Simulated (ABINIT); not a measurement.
CuAu in ABINIT: the effect of functional

CuAu:

```xyz
2
Lattice="2.8107 0.0000 0.0000 0.0000 2.8107 0.0000 0.0000 0.0000 3.6850" Properties=species:S:1:pos:R:3 pbc="T T T"
Au    0.0000    0.0000    0.0000
Cu    1.4054    1.4054    1.8425
```

Alike in all runs:

```yaml
Program: ABINIT 10.8.3 (patched build)
Task: band structure
Potentials_or_basis: JTH PAW PBE v2.0
Cutoff: 844 eV
k_mesh: 9 × 9 × 7
Occupations: fermi-dirac, width 0.05 eV
Spin: no spin polarisation
```

| functional | pressure (GPa) |
| --- | --- |
| WC | -2.5 |
| LDA | -8.4 |
| PBEsol | -3.7 |
| RPBE | 8.5 |
| BLYP | 14.8 |
| AM05 | -4.3 |
| r2SCAN | 0.1 |
| SCAN | -3.3 |
| revPBE | ? |
| PW91 | 4.7 |

Problem. What does the run with functional revPBE give?

Solution. Pressure 7.4 GPa.

Caveats: the PAW data sets were made with another functional, which shifts forces and pressure a little.

Runs at the PBE level aren't shown here.
